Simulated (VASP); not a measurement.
Set up this calculation in VASP 6.6.1, as the native input.

```yaml
Task: relaxation of cell and atoms
Functional: PBE
Potentials_or_basis: VASP PAW PBE potentials, release 64 (Ga_d, N)
Cutoff: 520 eV
k_mesh: 6 × 6 × 2
Occupations: gaussian, width 0.02 eV
Spin: no spin polarisation
Further_INCAR_settings: ALGO = Normal; EDIFF = 1e-07; IBRION = 2; EDIFFG = -0.002; NSW = 80; ISIF = 3
```

The structure of GaN lies in POSCAR:

```
GaN                                     
1.0
    3.2181263868      0.0000000000      0.0000000000
   -1.6090631934      2.7869791994     -0.0000000000
   -0.0000000000      0.0000000000      5.2444887297
  Ga              N             
     2     2
Direct
     0.3333333300000021    0.6666666699999979    0.9992007490749555
     0.6666666699999979    0.3333333300000021    0.4992007490749555
     0.3333333300000021    0.6666666699999979    0.3757992509250445
     0.6666666699999979    0.3333333300000021    0.8757992509250445
```

The input as run:

INCAR

```
PREC = Accurate ; ENCUT = 520
EDIFF = 1E-7 ; ISMEAR = 0
SIGMA = 0.02 ; LREAL = False
LASPH = True ; NELM = 80
ALGO = Normal ; ISIF = 3
LWAVE = False ; LCHARG = False
GGA = PE ; IBRION = 2
NSW = 80 ; EDIFFG = -0.002
KPAR = 4
```

KPOINTS

```
regular mesh
0
Gamma
  6 6 2
```

Potentials or basis: VASP PAW PBE potentials, release 64 (Ga_d, N).

Launch:

```bash
$ cat potpaw_PBE.64/Ga_d/POTCAR potpaw_PBE.64/N/POTCAR > POTCAR
$ mpirun -np 4 vasp_std > vasp.out
```

It gave:

```
Relaxed volume                         : 11.76 Å³/atom
Relaxed cell                           : a = 3.218 Å, b = 3.218 Å, c = 5.245 Å, α = 90.00°, β = 90.00°, γ = 120.00°
Space group after relaxing (to 0.05 Å) : P6_3mc (No. 186)
Energy gained by relaxing              : 0.0 meV/atom
Ionic steps                            : 6
Pressure after relaxing                : 0.0 GPa
Band gap on the k mesh                 : 1.71 eV, direct
```

Caveat: the k mesh is coarse (spacing up to 0.60 Å⁻¹), so the values aren't converged.

Wall time 19 s on 4 MPI ranks on Intel(R) Xeon(R) Platinum 8259CL CPU @ 2.50GHz (Skylake/Cascade Lake), with other jobs on the host, peak memory 0.16 GiB a rank.
